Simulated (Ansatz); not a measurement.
# Iridium, fcc under LDA: structure, energy and stiffness, part 2 of 2

What does LDA give for iridium in the fcc structure? We relax it, solve it on a dense k-mesh, switch on spin-orbit coupling, then scale the cell to 7 volumes from 88 to 112 % of the relaxed one and try a fit of the equation of state. The start is ferromagnetic. The k-meshes are 14×14×14 for the relaxation; 23×23×23 for the dense run; 14×14×14 for spin-orbit coupling; 23×23×23 for the volumes. It starts from a deposited cell (COD).

Ansatz 0.2.0; DFT, LDA (PW92), plane waves (420 eV) with PAW, scalar-relativistic. The steps go on from the part before.

**4. Spin-orbit coupling switched on**

File input.yaml:

```yaml
crystal:
  lattice:
    - [0.0, 1.9058274255, 1.9058274255]
    - [1.9058274255, 0.0, 1.9058274255]
    - [1.9058274255, 1.9058274255, 0.0]
  atoms:
    - { symbol: Ir, position: [0.0, 0.0, 0.0], spin: 1.0, spin_axis: [0, 0, 1] }
hamiltonian:
  xc: lda
  pseudopotentials:
    kind: paw_fr
    azcp:
      Ir: "pseudopotentials/Ir.paw.azcp"
basis:
  ecutwfc: 420
  fft_grid_basis: typed
kpoints:
  mp_grid: { grid: [14, 14, 14], shift: [0, 0, 0] }
magnetization:
  noncollinear: true
  spin_orbit: true
scf:
  occupations: { method: fermi_dirac, width: 0.05 }
```

What it wrote (excerpt; [...] marks lines left out):

```text
Warning: <dir> the record states the generating functional pbe (its physics header spells it `PBE`), which answers neither for hamiltonian.xc's functional nor for the lda family's — results may be inconsistent (PPs are generated against a specific XC)
Warning: RAYON_NUM_THREADS=4 ignored (pool sized by the plan → 4); use --threads N
[...]
Pseudopotentials: kind: paw_fr
Pseudopotential: Ir, paw_fr, valence charge 17, recommended cutoff 420 eV (normal), <dir>
Functional definition: SPW92
[...]
Crystal: 1 atoms, lattice volume = 13.845 Å³
Basis set: ecut = 420 eV, 283 PW (Γ)
Bands: 26, of which v1, the nominal top of the filled ones, is band 17 counted from 1 (16 counted from 0)
[...]
WARN: the starting moments were not kept: the SCF closed with an absolute magnetisation of 2.3e-7 μB, where they sum to 1 μB in size (1 site). That is at most 0.1 of that sum. Measured as dr2_m measures the in/out step, that magnetisation stands 2.1e-14 eV from none, at or under the [...]
SCF converged after 14 iterations
Magnetization: |M| = 0.0000 μB,  M = (-0.0000, +0.0000, -0.0000) μB
Absolute magnetization: 0.0000 μB (∫|m|, with the PAW one-centre terms)
  site 0: m = (+0.0000, -0.0000, -0.0000) μB, |m| = 0.0000 μB  (R = 1.11 Å)
Free energy (F): -11694.012335 eV
[...]
E sigma→0 (E₀):  -11694.007401 eV
Entropy (-TS):   -0.009868 eV (-9.868 meV/atom)
Fermi energy:    26.121168 eV
[...]
```

Wall time 7.7 s (4 threads of an Arm CPU, shared host); peak memory 0.46 GiB.

Side by side:

```tsv
	scalar-relativistic	with spin-orbit coupling
k-mesh	23×23×23	14×14×14
gap on the mesh	none (levels filled in part)	none (levels filled in part)
magnetic state	non-magnetic	non-magnetic
```

The meshes differ, so small differences between the columns need not come from spin-orbit coupling.

**5. Equation of state: 88 %**

File input.yaml:

```yaml
crystal:
  lattice:
    - [0.0, 1.8263238742, 1.8263238742]
    - [1.8263238742, 0.0, 1.8263238742]
    - [1.8263238742, 1.8263238742, 0.0]
  atoms:
    - { symbol: Ir, position: [0.0, 0.0, 0.0], spin: 1.0 }
hamiltonian:
  xc: lda
  pseudopotentials:
    kind: paw
    azcp:
      Ir: "pseudopotentials/Ir.paw.azcp"
basis:
  ecutwfc: 420
  fft_grid_basis: typed
kpoints:
  mp_grid: { grid: [23, 23, 23], shift: [0, 0, 0] }
magnetization:
  spin_polarized: true
scf:
  occupations: { method: fermi_dirac, width: 0.05 }
output:
  stress: true
```

What it wrote (excerpt; [...] marks lines left out):

```text
Warning: <dir> the record states the generating functional pbe (its physics header spells it `PBE`), which answers neither for hamiltonian.xc's functional nor for the lda family's — results may be inconsistent (PPs are generated against a specific XC)
Warning: RAYON_NUM_THREADS=4 ignored (pool sized by the plan → 4); use --threads N
[...]
[... 3 set-up lines as earlier in the session ...]
[...]
Crystal: 1 atoms, lattice volume = 12.183 Å³
Basis set: ecut = 420 eV, 259 PW (Γ)
Bands: 13, of which v1, the nominal top of the filled ones, is band 9 counted from 1 (8 counted from 0)
[... 1 set-up line as earlier in the session ...]
[...]
WARN: the starting moments were not kept: the SCF closed with an absolute magnetisation of 1.8e-7 μB, where they sum to 1 μB in size (1 site). That is at most 0.1 of that sum. Measured as dr2_m measures the in/out step, that magnetisation stands 1.7e-14 eV from none, at or under the [...]
SCF converged after 8 iterations
Magnetization: -0.0000 μB (8.5000 up, 8.5000 down)
Absolute magnetization: 0.0000 μB (∫|ρ↑−ρ↓|, with the PAW one-centre terms)
Spin contamination: 0.0000 ħ² per cell (⟨S²⟩ above its minimum at these occupations)
Per-site moments (μB) at R_I (Å): [(-1.6530890762276853e-7, 1.0654099467740086)]
Free energy (F): -11663.077855 eV
[...]
E sigma→0 (E₀):  -11663.075304 eV
Entropy (-TS):   -0.005102 eV (-5.102 meV/atom)
Fermi energy:    30.641332 eV
[...]
--- Stress (GPa, compression-positive) ---
       70.775809       0.000000      -0.000000
        0.000000      70.775809      -0.000000
        0.000000      -0.000000      70.775809
  P = ⅓ Tr σ = 70.7758 GPa (707.758 kbar)
```

Wall time 2.7 s (4 threads of an Arm CPU, shared host); peak memory 0.35 GiB.

**6. Equation of state: 92 %**

Changes to input.yaml since step 5:

```diff
@@ -2,5 +2,5 @@
   lattice:
-    - [0.0, 1.8263238742, 1.8263238742]
-    - [1.8263238742, 0.0, 1.8263238742]
-    - [1.8263238742, 1.8263238742, 0.0]
+    - [0.0, 1.8535864588, 1.8535864588]
+    - [1.8535864588, 0.0, 1.8535864588]
+    - [1.8535864588, 1.8535864588, 0.0]
   atoms:
```

What it wrote (excerpt; [...] marks lines left out):

```text
Warning: <dir> the record states the generating functional pbe (its physics header spells it `PBE`), which answers neither for hamiltonian.xc's functional nor for the lda family's — results may be inconsistent (PPs are generated against a specific XC)
Warning: RAYON_NUM_THREADS=4 ignored (pool sized by the plan → 4); use --threads N
[...]
[... 3 set-up lines as earlier in the session ...]
[...]
Crystal: 1 atoms, lattice volume = 12.737 Å³
Basis set: ecut = 420 eV, 259 PW (Γ)
Bands: 13, of which v1, the nominal top of the filled ones, is band 9 counted from 1 (8 counted from 0)
[... 1 set-up line as earlier in the session ...]
[...]
WARN: the starting moments were not kept: the SCF closed with an absolute magnetisation of 2.0e-7 μB, where they sum to 1 μB in size (1 site). That is at most 0.1 of that sum. Measured as dr2_m measures the in/out step, that magnetisation stands 1.9e-14 eV from none, at or under the [...]
SCF converged after 8 iterations
Magnetization: -0.0000 μB (8.5000 up, 8.5000 down)
Absolute magnetization: 0.0000 μB (∫|ρ↑−ρ↓|, with the PAW one-centre terms)
Spin contamination: 0.0000 ħ² per cell (⟨S²⟩ above its minimum at these occupations)
Per-site moments (μB) at R_I (Å): [(-1.87507516609149e-7, 1.0813139324897574)]
Free energy (F): -11663.269502 eV
[...]
E sigma→0 (E₀):  -11663.266791 eV
Entropy (-TS):   -0.005422 eV (-5.422 meV/atom)
Fermi energy:    29.017572 eV
[...]
--- Stress (GPa, compression-positive) ---
       41.287138       0.000000      -0.000000
       -0.000000      41.287138       0.000000
       -0.000000      -0.000000      41.287138
  P = ⅓ Tr σ = 41.2871 GPa (412.871 kbar)
```

It took 2.7 s on 4 threads of an Arm CPU, shared host; peak memory 0.35 GiB.

**7. Equation of state: 96 %**

Changes to input.yaml since step 6:

```diff
@@ -2,5 +2,5 @@
   lattice:
-    - [0.0, 1.8535864588, 1.8535864588]
-    - [1.8535864588, 0.0, 1.8535864588]
-    - [1.8535864588, 1.8535864588, 0.0]
+    - [0.0, 1.8800698434, 1.8800698434]
+    - [1.8800698434, 0.0, 1.8800698434]
+    - [1.8800698434, 1.8800698434, 0.0]
   atoms:
```

What it wrote (excerpt; [...] marks lines left out):

```text
Warning: <dir> the record states the generating functional pbe (its physics header spells it `PBE`), which answers neither for hamiltonian.xc's functional nor for the lda family's — results may be inconsistent (PPs are generated against a specific XC)
Warning: RAYON_NUM_THREADS=4 ignored (pool sized by the plan → 4); use --threads N
[...]
[... 3 set-up lines as earlier in the session ...]
[...]
Crystal: 1 atoms, lattice volume = 13.291 Å³
Basis set: ecut = 420 eV, 259 PW (Γ)
Bands: 13, of which v1, the nominal top of the filled ones, is band 9 counted from 1 (8 counted from 0)
[... 1 set-up line as earlier in the session ...]
[...]
WARN: the starting moments were not kept: the SCF closed with an absolute magnetisation of 2.2e-7 μB, where they sum to 1 μB in size (1 site). That is at most 0.1 of that sum. Measured as dr2_m measures the in/out step, that magnetisation stands 2.2e-14 eV from none, at or under the [...]
SCF converged after 8 iterations
Magnetization: -0.0000 μB (8.5000 up, 8.5000 down)
Absolute magnetization: 0.0000 μB (∫|ρ↑−ρ↓|, with the PAW one-centre terms)
Spin contamination: 0.0000 ħ² per cell (⟨S²⟩ above its minimum at these occupations)
Per-site moments (μB) at R_I (Å): [(-1.9580002567481633e-7, 1.0967633616822883)]
Free energy (F): -11663.370473 eV
[...]
E sigma→0 (E₀):  -11663.367590 eV
Entropy (-TS):   -0.005767 eV (-5.767 meV/atom)
Fermi energy:    27.524564 eV
[...]
--- Stress (GPa, compression-positive) ---
       18.060226       0.000000       0.000000
        0.000000      18.060226       0.000000
        0.000000       0.000000      18.060226
  P = ⅓ Tr σ = 18.0602 GPa (180.602 kbar)
```

Wall time 2.7 s (4 threads of an Arm CPU, shared host); peak memory 0.36 GiB.

**8. Equation of state: 100 %**

Changes to input.yaml since step 7:

```diff
@@ -2,5 +2,5 @@
   lattice:
-    - [0.0, 1.8800698434, 1.8800698434]
-    - [1.8800698434, 0.0, 1.8800698434]
-    - [1.8800698434, 1.8800698434, 0.0]
+    - [0.0, 1.9058274255, 1.9058274255]
+    - [1.9058274255, 0.0, 1.9058274255]
+    - [1.9058274255, 1.9058274255, 0.0]
   atoms:
```

What it wrote (excerpt; [...] marks lines left out):

```text
Warning: <dir> the record states the generating functional pbe (its physics header spells it `PBE`), which answers neither for hamiltonian.xc's functional nor for the lda family's — results may be inconsistent (PPs are generated against a specific XC)
Warning: RAYON_NUM_THREADS=4 ignored (pool sized by the plan → 4); use --threads N
[...]
[... 3 set-up lines as earlier in the session ...]
[...]
Crystal: 1 atoms, lattice volume = 13.845 Å³
Basis set: ecut = 420 eV, 283 PW (Γ)
Bands: 13, of which v1, the nominal top of the filled ones, is band 9 counted from 1 (8 counted from 0)
[... 1 set-up line as earlier in the session ...]
[...]
WARN: the starting moments were not kept: the SCF closed with an absolute magnetisation of 1.9e-7 μB, where they sum to 1 μB in size (1 site). That is at most 0.1 of that sum. Measured as dr2_m measures the in/out step, that magnetisation stands 1.6e-14 eV from none, at or under the [...]
SCF converged after 8 iterations
Magnetization: -0.0000 μB (8.5000 up, 8.5000 down)
Absolute magnetization: 0.0000 μB (∫|ρ↑−ρ↓|, with the PAW one-centre terms)
Spin contamination: 0.0000 ħ² per cell (⟨S²⟩ above its minimum at these occupations)
Per-site moments (μB) at R_I (Å): [(-1.5526479444786783e-7, 1.1117893844824387)]
Free energy (F): -11663.400028 eV
[...]
E sigma→0 (E₀):  -11663.396957 eV
Entropy (-TS):   -0.006142 eV (-6.142 meV/atom)
Fermi energy:    26.147574 eV
[...]
--- Stress (GPa, compression-positive) ---
       -0.229799      -0.000000       0.000000
        0.000000      -0.229799      -0.000000
       -0.000000       0.000000      -0.229799
  P = ⅓ Tr σ = -0.2298 GPa (-2.298 kbar)
```

Wall time 2.8 s (4 threads of an Arm CPU, shared host); peak memory 0.36 GiB.

**9. Equation of state: 104 %**

Changes to input.yaml since step 8:

```diff
@@ -2,5 +2,5 @@
   lattice:
-    - [0.0, 1.9058274255, 1.9058274255]
-    - [1.9058274255, 0.0, 1.9058274255]
-    - [1.9058274255, 1.9058274255, 0.0]
+    - [0.0, 1.9309069782, 1.9309069782]
+    - [1.9309069782, 0.0, 1.9309069782]
+    - [1.9309069782, 1.9309069782, 0.0]
   atoms:
```

What it wrote (excerpt; [...] marks lines left out):

```text
Warning: <dir> the record states the generating functional pbe (its physics header spells it `PBE`), which answers neither for hamiltonian.xc's functional nor for the lda family's — results may be inconsistent (PPs are generated against a specific XC)
Warning: RAYON_NUM_THREADS=4 ignored (pool sized by the plan → 4); use --threads N
[...]
[... 3 set-up lines as earlier in the session ...]
[...]
Crystal: 1 atoms, lattice volume = 14.398 Å³
Basis set: ecut = 420 eV, 283 PW (Γ)
Bands: 13, of which v1, the nominal top of the filled ones, is band 9 counted from 1 (8 counted from 0)
[... 1 set-up line as earlier in the session ...]
[...]
WARN: the starting moments were not kept: the SCF closed with an absolute magnetisation of 1.8e-7 μB, where they sum to 1 μB in size (1 site). That is at most 0.1 of that sum. Measured as dr2_m measures the in/out step, that magnetisation stands 1.5e-14 eV from none, at or under the [...]
SCF converged after 8 iterations
Magnetization: -0.0000 μB (8.5000 up, 8.5000 down)
Absolute magnetization: 0.0000 μB (∫|ρ↑−ρ↓|, with the PAW one-centre terms)
Spin contamination: 0.0000 ħ² per cell (⟨S²⟩ above its minimum at these occupations)
Per-site moments (μB) at R_I (Å): [(-1.525362100677058e-7, 1.1264198699536572)]
Free energy (F): -11663.373390 eV
[...]
E sigma→0 (E₀):  -11663.370114 eV
Entropy (-TS):   -0.006551 eV (-6.551 meV/atom)
Fermi energy:    24.874004 eV
[...]
--- Stress (GPa, compression-positive) ---
      -14.603140       0.000000      -0.000000
        0.000000     -14.603140      -0.000000
       -0.000000      -0.000000     -14.603140
  P = ⅓ Tr σ = -14.6031 GPa (-146.031 kbar)
```

Wall time 2.7 s (4 threads of an Arm CPU, shared host); peak memory 0.37 GiB.

**10. Equation of state: 108 %**

Changes to input.yaml since step 9:

```diff
@@ -2,5 +2,5 @@
   lattice:
-    - [0.0, 1.9309069782, 1.9309069782]
-    - [1.9309069782, 0.0, 1.9309069782]
-    - [1.9309069782, 1.9309069782, 0.0]
+    - [0.0, 1.9553514337, 1.9553514337]
+    - [1.9553514337, 0.0, 1.9553514337]
+    - [1.9553514337, 1.9553514337, 0.0]
   atoms:
```

What it wrote (excerpt; [...] marks lines left out):

```text
Warning: <dir> the record states the generating functional pbe (its physics header spells it `PBE`), which answers neither for hamiltonian.xc's functional nor for the lda family's — results may be inconsistent (PPs are generated against a specific XC)
Warning: RAYON_NUM_THREADS=4 ignored (pool sized by the plan → 4); use --threads N
[...]
[... 3 set-up lines as earlier in the session ...]
[...]
Crystal: 1 atoms, lattice volume = 14.952 Å³
Basis set: ecut = 420 eV, 283 PW (Γ)
Bands: 13, of which v1, the nominal top of the filled ones, is band 9 counted from 1 (8 counted from 0)
[... 1 set-up line as earlier in the session ...]
[...]
WARN: the starting moments were not kept: the SCF closed with an absolute magnetisation of 9.8e-7 μB, where they sum to 1 μB in size (1 site). That is at most 0.1 of that sum. Measured as dr2_m measures the in/out step, that magnetisation stands 4.7e-13 eV from none, at or under the [...]
SCF converged after 8 iterations
Magnetization: 0.0000 μB (8.5000 up, 8.5000 down)
Absolute magnetization: 0.0000 μB (∫|ρ↑−ρ↓|, with the PAW one-centre terms)
Spin contamination: 0.0000 ħ² per cell (⟨S²⟩ above its minimum at these occupations)
Per-site moments (μB) at R_I (Å): [(9.421351024221987e-7, 1.140679863156989)]
Free energy (F): -11663.302664 eV
[...]
E sigma→0 (E₀):  -11663.299165 eV
Entropy (-TS):   -0.006998 eV (-6.998 meV/atom)
Fermi energy:    23.693027 eV
[...]
--- Stress (GPa, compression-positive) ---
      -25.856816      -0.000000       0.000000
        0.000000     -25.856816       0.000000
        0.000000       0.000000     -25.856816
  P = ⅓ Tr σ = -25.8568 GPa (-258.568 kbar)
```

Wall time 2.7 s (4 threads of an Arm CPU, shared host); peak memory 0.37 GiB.

**11. Equation of state: 112 %**

Changes to input.yaml since step 10:

```diff
@@ -2,5 +2,5 @@
   lattice:
-    - [0.0, 1.9553514337, 1.9553514337]
-    - [1.9553514337, 0.0, 1.9553514337]
-    - [1.9553514337, 1.9553514337, 0.0]
+    - [0.0, 1.9791995332, 1.9791995332]
+    - [1.9791995332, 0.0, 1.9791995332]
+    - [1.9791995332, 1.9791995332, 0.0]
   atoms:
```

What it wrote (excerpt; [...] marks lines left out):

```text
Warning: <dir> the record states the generating functional pbe (its physics header spells it `PBE`), which answers neither for hamiltonian.xc's functional nor for the lda family's — results may be inconsistent (PPs are generated against a specific XC)
Warning: RAYON_NUM_THREADS=4 ignored (pool sized by the plan → 4); use --threads N
[...]
[... 3 set-up lines as earlier in the session ...]
[...]
Crystal: 1 atoms, lattice volume = 15.506 Å³
Basis set: ecut = 420 eV, 307 PW (Γ)
Bands: 13, of which v1, the nominal top of the filled ones, is band 9 counted from 1 (8 counted from 0)
[... 1 set-up line as earlier in the session ...]
[...]
WARN: the starting moments were not kept: the SCF closed with an absolute magnetisation of 1.1e-6 μB, where they sum to 1 μB in size (1 site). That is at most 0.1 of that sum. Measured as dr2_m measures the in/out step, that magnetisation stands 6.2e-13 eV from none, at or under the [...]
SCF converged after 8 iterations
Magnetization: 0.0000 μB (8.5000 up, 8.5000 down)
Absolute magnetization: 0.0000 μB (∫|ρ↑−ρ↓|, with the PAW one-centre terms)
Spin contamination: 0.0000 ħ² per cell (⟨S²⟩ above its minimum at these occupations)
Per-site moments (μB) at R_I (Å): [(1.1072179997885436e-6, 1.1545919642787499)]
Free energy (F): -11663.197512 eV
[...]
E sigma→0 (E₀):  -11663.193768 eV
Entropy (-TS):   -0.007489 eV (-7.489 meV/atom)
Fermi energy:    22.595231 eV
[...]
--- Stress (GPa, compression-positive) ---
      -34.615940      -0.000000      -0.000000
       -0.000000     -34.615940      -0.000000
        0.000000       0.000000     -34.615940
  P = ⅓ Tr σ = -34.6159 GPa (-346.159 kbar)
```

Wall time 2.7 s (4 threads of an Arm CPU, shared host); peak memory 0.38 GiB.

**12. Energy and pressure against volume**

All volumes keep the relaxed shape and fractional coordinates.

```tsv
V (Å³/atom)	E − E₀ (meV/atom)	P from the stress (GPa)	P from the fit (GPa)
12.183	321.6	70.78	70.86
12.737	130.1	41.29	41.22
13.291	29.3	18.06	17.98
13.845	-0.1	-0.23	-0.28
14.398	26.8	-14.60	-14.64
14.952	97.7	-25.86	-25.92
15.506	203.1	-34.62	-34.77
```

Fit (Birch-Murnaghan, third order): V₀ = 13.835 Å³/atom, B₀ = 405 GPa, B₀′ = 5.0, largest residual 0.08 meV/atom.

The fit is made to E(σ → 0), while the stress belongs to the free energy F; that is one source of the offset between the two pressures.

**13. Summary of results**

This closing draws on all 2 parts.

```
                      quantity                         value
space group (spins left aside)               Fm-3m (No. 225)
             conventional cell                   a = 3.812 Å
                        volume                13.845 Å³/atom
             shortest distance                       2.695 Å
   against the measured volume       -2.2 % (14.149 Å³/atom)
               gap on the mesh  none (levels filled in part)
                magnetic state                  non-magnetic
                   V₀, B₀, B₀′  13.835 Å³/atom, 405 GPa, 5.0
```

What this shows: Against experiment, LDA misses the volume by -2.2 %. Overbinding of this kind is usual for LDA. The deposited cell holds zero-point motion and, unless taken cold, thermal expansion, which account for some of this. The moments die out: the run ends non-magnetic. No gap shows: it is a metal or semimetal at this level. The total energy of the spin-orbit run lies -30.6 eV/atom from the scalar one, but the two kinds of run don't share a zero of energy: only differences within one kind count. B₀ comes out at 405 GPa, among the stiffest elements.
